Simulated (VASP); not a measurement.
# BAs (F-43m) in VASP: notebook

The runs below take BAs through relaxation of cell and atoms, with PBE.

Program: VASP 6.6.1. These are calculated values, not measurements. Logs are shortened: lines on timing, memory, paths and dates and some standing lists are left out, and cuts for length are marked.

## Step 1: The structure

It takes space group F-43m (No. 216, cubic). The conventional cell has a = 4.777 Å, b = 4.777 Å, c = 4.777 Å, α = 90.00°, β = 90.00°, γ = 90.00°. B (site symmetry -43m) has 4 As at 2.07 Å as nearest neighbours. As (site symmetry -43m) has 4 B at 2.07 Å as nearest neighbours.

## Step 2: Relaxation of cell and atoms, PBE, target pressure 19.4 GPa, at which the enthalpy is minimised

The input, INCAR:

```
SYSTEM = BAs
  PREC = Accurate
  ENCUT = 520
  EDIFF = 1E-7
  ISMEAR = 0
  SIGMA = 0.02
  LREAL = .FALSE.
  LASPH = .TRUE.
  NELM = 100
  ALGO = Normal
  ISIF = 3
  LWAVE = .FALSE.
  LCHARG = .FALSE.
  GGA = PE
  IBRION = 2
  NSW = 80
  EDIFFG = -0.002
  PSTRESS = 194.0
```

The input, KPOINTS:

```
regular mesh
0
G
  8 8 8
  0 0 0
```

The input, POSCAR:

```
BAs
1.0
    0.0000000000      2.3885000000      2.3885000000
    2.3885000000      0.0000000000      2.3885000000
    2.3885000000      2.3885000000      0.0000000000
B As
1 1
Direct
    0.0000000000      0.0000000000      0.0000000000
    0.2500000000      0.2500000000      0.2500000000
```

Potentials or basis: VASP PAW PBE potentials, release 64 (B, As).

Launch:

```bash
$ cat potpaw_PBE.64/B/POTCAR potpaw_PBE.64/As/POTCAR > POTCAR
$ mpirun -np 1 vasp_std > vasp.out
```

OUTCAR:

```text
SYSTEM = BAs
   PREC = Accurate
   ENCUT = 520
   EDIFF = 1E-7
   ISMEAR = 0
   LREAL = .FALSE.
   LASPH = .TRUE.
   NELM = 100
   ISIF = 3
   GGA = PE
   IBRION = 2
   NSW = 80
   EDIFFG = -0.002
   PSTRESS = 194.0

 ion  position               nearest neighbor table
   1  0.000  0.000  0.000-   2 2.07   2 2.07   2 2.07   2 2.07
   2  0.250  0.250  0.250-   1 2.07   1 2.07   1 2.07   1 2.07

  LATTYP: Found a face centered cubic cell.
 ALAT       =     4.7770000000

  Lattice vectors:

 A1 = (   0.0000000000,   2.3885000000,   2.3885000000)
 A2 = (   2.3885000000,   0.0000000000,   2.3885000000)
 A3 = (   2.3885000000,   2.3885000000,   0.0000000000)

Analysis of symmetry for initial positions (statically):
=====================================================================
 Subroutine PRICEL returns:
 Original cell was already a primitive cell.

 Routine SETGRP: Setting up the symmetry group for a
 face centered cubic supercell.

 Subroutine GETGRP returns: Found 24 space group operations
 (whereof 24 operations were pure point group operations)
 out of a pool of 48 trial point group operations.

The static configuration has the point symmetry T_d .

Analysis of symmetry for dynamics (positions and initial velocities):
=====================================================================
 Subroutine PRICEL returns:
 Original cell was already a primitive cell.

 Routine SETGRP: Setting up the symmetry group for a
 face centered cubic supercell.

 Subroutine GETGRP returns: Found 24 space group operations
 (whereof 24 operations were pure point group operations)
 out of a pool of 48 trial point group operations.

The dynamic configuration has the point symmetry T_d .

 Subroutine INISYM returns: Found 24 space group operations
 (whereof 24 operations are pure point group operations),
 and found     1 'primitive' translations

----------------------------------------------------------------------------------------

                                     Primitive cell

  volume of cell :      27.2525

  direct lattice vectors                    reciprocal lattice vectors
     0.000000000  2.388500000  2.388500000    -0.209336404  0.209336404  0.209336404
     2.388500000  0.000000000  2.388500000     0.209336404 -0.209336404  0.209336404
     2.388500000  2.388500000  0.000000000     0.209336404  0.209336404 -0.209336404

  length of vectors
     3.377849094  3.377849094  3.377849094     0.362581287  0.362581287  0.362581287

  position of ions in fractional coordinates (direct lattice)
     0.000000000  0.000000000  0.000000000
[... 96 lines left out ...]
   IMIX   =      4    mixing-type and parameters
     AMIX     =   0.40;   BMIX     =  1.00
     AMIX_MAG =   1.60;   BMIX_MAG =  1.00
  volume/ion in A,a.u.               =      13.63        91.95
  Fermi-wavevector in a.u.,A,eV,Ry     =   1.088018  2.056057 16.106360  1.183784
  Thomas-Fermi vector in A             =   2.224191
   LORBIT       =      0    0 simple, 1 ext, 2 COOP (PROOUT), +10 PAW based schemes
   GGA     = PE    functional components
   LHFCALC =     F    Hartree Fock is set to
   AEXX    =    0.0000 exact exchange contribution
   IVDW    =     0    specifies the selected vdW correction
   LEPSILON=     F    determine dielectric tensor
   LRPA    =     F    only Hartree local field effects (RPA)
 conjugate gradient relaxation of ions
 non-spin polarized calculation
 Gauss-broadening in eV      SIGMA  =   0.02
  energy-cutoff  :      520.00
  volume of cell :       27.25
 maximum number of plane-waves:       754
 NGX is ok and might be reduce to    28
   NGX = 13   NGY = 13   NGZ = 13

--------------------------------------- Ionic step        1  -------------------------------------------

 number of electron       8.0000000 magnetization

 Free energy of the ion-electron system (eV)
  ---------------------------------------------------
  ext. energy  EPLUGINS =         0.00000000
  ---------------------------------------------------
  free energy    TOTEN  =       -11.40421527 eV

  energy without entropy =      -11.40421527  energy(sigma->0) =      -11.40421527

------------------------ aborting loop because EDIFF is reached ----------------------------------------

  FORCE on cell =-STRESS in cart. coord.  units (eV):
  Direction    XX          YY          ZZ          XY          YZ          ZX
  --------------------------------------------------------------------------------------
  -------------------------------------------------------------------------------------
  Total        0.5836234      0.5836234      0.5836234      0.0000000      0.0000000      0.0000000
  in kB       34.3113278     34.3113278     34.3113278      0.0000000      0.0000000      0.0000000
  external PRESSURE =    -159.6886722 kB  Pullay stress =     194.0000000 kB
[... 215 lines left out ...]
--------------------------------------- Ionic step        7  -------------------------------------------

 number of electron       8.0000000 magnetization

 Free energy of the ion-electron system (eV)
  ---------------------------------------------------
  ext. energy  EPLUGINS =         0.00000000
  ---------------------------------------------------
  free energy    TOTEN  =       -11.24363205 eV

  energy without entropy =      -11.24363205  energy(sigma->0) =      -11.24363205

 E-fermi :   7.2889     XC(G=0): -10.9833

 val. band max:        7.1735288043   @ k =   0.0000   0.0000   0.0000
 cond. band min:       8.2704473031   @ k =   0.3750   0.3750   0.0000
 fundamental gap:      1.0969184988
 Fermi energy:         7.2889456253

 k-point     1 :       0.0000    0.0000    0.0000
  band No.  band energies     occupation
      1      -9.0952      2.00000
      2       7.1735      2.00000
      3       7.1735      2.00000
      4       7.1735      2.00000
      5      10.5714      0.00000
      6      10.5714      0.00000
      7      10.5714      0.00000
      8      13.0480      0.00000
[... 243 lines left out ...]
 k-point    24 :      -0.3750    0.2500    0.1250
  band No.  band energies     occupation
      1      -5.2426      2.00000
      2      -1.7261      2.00000
      3       2.2651      2.00000
      4       3.7841      2.00000
      5      11.2581      0.00000
      6      12.2188      0.00000
      7      15.1515      0.00000
      8      16.7519      0.00000

 [... further k-points ...]

------------------------ aborting loop because EDIFF is reached ----------------------------------------

  FORCE on cell =-STRESS in cart. coord.  units (eV):
  Direction    XX          YY          ZZ          XY          YZ          ZX
  --------------------------------------------------------------------------------------
  -------------------------------------------------------------------------------------
  Total        3.0132293      3.0132293      3.0132293      0.0000000      0.0000000      0.0000000
  in kB      194.0671222    194.0671222    194.0671222      0.0000000      0.0000000      0.0000000
  external PRESSURE =       0.0671222 kB  Pullay stress =     194.0000000 kB
[... 21 lines left out ...]
  energy  without entropy=      -11.2436320517  energy(sigma->0) =      -11.24363205

  enthalpy is  TOTEN    =        -8.2314449491 eV   P V=        3.0121871026

 reached required accuracy - stopping structural energy minimisation
```

OSZICAR:

```text
N       E                     dE             d eps       ncg     rms          rms(c)
DAV:   1     0.149514476333E+02    0.14951E+02   -0.38938E+03   464   0.877E+02
DAV:   2    -0.116707856197E+02   -0.26622E+02   -0.25181E+02   712   0.110E+02
DAV:   3    -0.120436831152E+02   -0.37290E+00   -0.37290E+00   504   0.176E+01
DAV:   4    -0.120442749706E+02   -0.59186E-03   -0.59186E-03   704   0.749E-01
[... 53 lines left out ...]
       N       E                     dE             d eps       ncg     rms          rms(c)
DAV:   1    -0.112436557994E+02    0.51399E-02   -0.85136E-04   552   0.230E-01    0.300E-02
DAV:   2    -0.112436373673E+02    0.18432E-04   -0.28636E-05   504   0.346E-02    0.147E-02
DAV:   3    -0.112436320967E+02    0.52706E-05   -0.14057E-05   520   0.210E-02    0.502E-03
DAV:   4    -0.112436320517E+02    0.45050E-07   -0.64613E-07   584   0.555E-03
   7 F= -.82314449E+01 E0= -.82314449E+01  d E =-.391241E-04
```

It took 19 s on 1 thread of Intel Xeon 6975P-C (Granite Rapids), shared host; peak memory 0.16 GiB.

What came out:

* Free energy: -11.2436 eV
* Relaxed volume: 12.44 Å³/atom
* Relaxed cell: a = 3.277 Å, b = 3.277 Å, c = 3.277 Å, α = 60.00°, β = 60.00°, γ = 60.00°
* Space group after relaxing (to 0.05 Å): F-43m (No. 216)
* Energy change on relaxing (the enthalpy is what falls): +80.3 meV/atom
* Ionic steps: 7
* Pressure after relaxing: 19.4 GPa
* Band gap on the k mesh: 1.10 eV, indirect (least direct gap 3.40 eV)

Step by step:
```csv
step,energy change (eV),largest force (eV/Å),pressure (GPa),volume (Å³)
1,0.0000,0.0000,3.43,27.25
2,0.6946,0.0000,47.86,22.24
3,0.1536,0.0000,18.93,24.93
4,0.1597,0.0000,19.35,24.88
5,0.1653,0.0000,19.73,24.84
6,0.1554,0.0000,19.06,24.92
7,0.1606,0.0000,19.41,24.88
```

Final structure:
```yaml
crystal:
  lattice:
    - [0.00000, 2.31697, 2.31697]
    - [2.31697, 0.00000, 2.31697]
    - [2.31697, 2.31697, 0.00000]
  atoms:
    - { symbol: B, position: [0.00000, 0.00000, 0.00000] }
    - { symbol: As, position: [0.25000, 0.25000, 0.25000] }
```

Levels at points of the mesh, in eV from the valence-band top:
| k point | band 1 | band 2 | band 3 | band 4 | band 5 | band 6 | band 7 | band 8 |
| --- | --- | --- | --- | --- | --- | --- | --- | --- |
| (0.00, 0.00, 0.00) | -16.27 | 0.00 | 0.00 | 0.00 | 3.40 | 3.40 | 3.40 | 5.87 |
| (0.50, 0.00, 0.00) | -13.05 | -9.49 | -1.98 | -1.98 | 3.25 | 4.88 | 4.88 | 9.02 |
| (0.50, 0.50, 0.00) | -11.59 | -9.06 | -4.48 | -4.48 | 1.30 | 1.35 | 12.26 | 12.26 |

Caveat: the cell is relaxed towards a set pressure, so the enthalpy falls and the energy may rise. PBE gaps usually lie below the measured ones, often by a third to a half.

## Step 3: Relaxation of cell and atoms, PBE, target pressure 19.4 GPa, at which the enthalpy is minimised

This run uses another cell than the first one, of 12.44 Å³/atom, 0.913 times its volume.

INCAR is that of step 2.

KPOINTS is that of step 2.

The input, POSCAR:

```
BAs                                     
1.0
   -0.0000000000      2.3169692347      2.3169692347
    2.3169692347     -0.0000000000      2.3169692347
    2.3169692347      2.3169692347     -0.0000000000
  B               As            
     1     1
Direct
     0.0000000000000000    0.0000000000000000    0.0000000000000000
     0.2500000000000000    0.2500000000000000    0.2500000000000000
```

Potentials or basis: VASP PAW PBE potentials, release 64 (B, As).

Launch:

```bash
$ cat potpaw_PBE.64/B/POTCAR potpaw_PBE.64/As/POTCAR > POTCAR
$ mpirun -np 1 vasp_std > vasp.out
```

Run time: 3 s. Hardware: 1 thread of Intel Xeon 6975P-C (Granite Rapids), shared host; peak memory 0.13 GiB.

The run converged. Its results:

```yaml
Free_energy: -11.2429 eV
Pressure_after_relaxing: 19.4 GPa
Band_gap_on_the_k_mesh: 1.10 eV, indirect (least direct gap 3.40 eV)
```

Final structure:
```xyz
2
Lattice="0.0000 2.3170 2.3170 2.3170 0.0000 2.3170 2.3170 2.3170 0.0000" Properties=species:S:1:pos:R:3 pbc="T T T"
B     0.0000    0.0000    0.0000
As    1.1585    1.1585    1.1585
```

Levels at points of the mesh, in eV from the valence-band top:
| k point | band 1 | band 2 | band 3 | band 4 | band 5 | band 6 | band 7 | band 8 |
| --- | --- | --- | --- | --- | --- | --- | --- | --- |
| (0.00, 0.00, 0.00) | -16.27 | 0.00 | 0.00 | 0.00 | 3.40 | 3.40 | 3.40 | 5.87 |
| (0.50, 0.00, 0.00) | -13.05 | -9.49 | -1.98 | -1.98 | 3.25 | 4.88 | 4.88 | 9.02 |
| (0.50, 0.50, 0.00) | -11.59 | -9.06 | -4.48 | -4.48 | 1.30 | 1.35 | 12.26 | 12.26 |

Caveat: the relaxation stopped at its first step, so nothing moved; the cell is relaxed towards a set pressure, so the enthalpy falls and the energy may rise.
